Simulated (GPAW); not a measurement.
Runs of GPAW 26.7.0 on Pb. It takes space group Fm-3m (No. 225, cubic). Conventional cell: a = 4.950 Å, b = 4.950 Å, c = 4.950 Å, α = 90.00°, β = 90.00°, γ = 90.00°. Around Pb (site symmetry m-3m) lie 12 Pb at 3.50 Å. 

```csv
task,level,potentials or basis,spin,k mesh,cutoff (eV),maxiter,band path,band points,spin axis theta (degrees),spin axis phi (degrees),mesh quality,pressure (GPa),V0 of scaled cells (Å³/atom),B0 (GPa)
equation of state,LDA,"the program's PAW data sets (release 1.2.1) made for this functional, pw",off,9 × 9 × 9,600,150,-,-,-,-,not flagged,-,28.86,55
band structure,revPBE,"the program's PAW data sets (release 1.2.1) made for this functional, pw","SOC, no magnetisation",9 × 9 × 9,600,150,"GXWKGLUWLK,UX",100,0,0,not flagged,(a),-,-
band structure,MS2,"GPAW PAW data sets (gpaw-data 1.2.1), pw","SOC, no magnetisation",9 × 9 × 9,600,150,"GXWKGLUWLK,UX",60,54.7,45,not flagged,-1.1,-,-
band structure,LDA,"JTH PAW 2.0, LDA, pw",off,9 × 9 × 9,600,150,"GXWKGLUWLK,UX",80,-,-,not flagged,-2.1,-,-
equation of state,BLYP+D3(BJ),"PAW data sets generated in the run's folder for this functional, pw",off,9 × 9 × 9,600,150,-,-,-,-,not flagged,-,(b),44
equation of state,LDA,"JTH PAW 2.0, LDA, pw",off,9 × 9 × 9,600,150,-,-,-,-,not flagged,-,29.03,(c)
```

Alike in all rows: cell as given; smearing fermi-dirac 0.05 eV.

Q: Fill in the values left out.

A: (a) 3.2; (b) 30.56; (c) 54.

Caveats: spin-orbit coupling was added after a scalar SCF, so levels and gaps hold it while energy, forces, pressure and moments don't (some runs); the program truncates these outside data sets (some runs); the PAW data sets were made with another functional, which shifts forces and pressure a little (some runs).
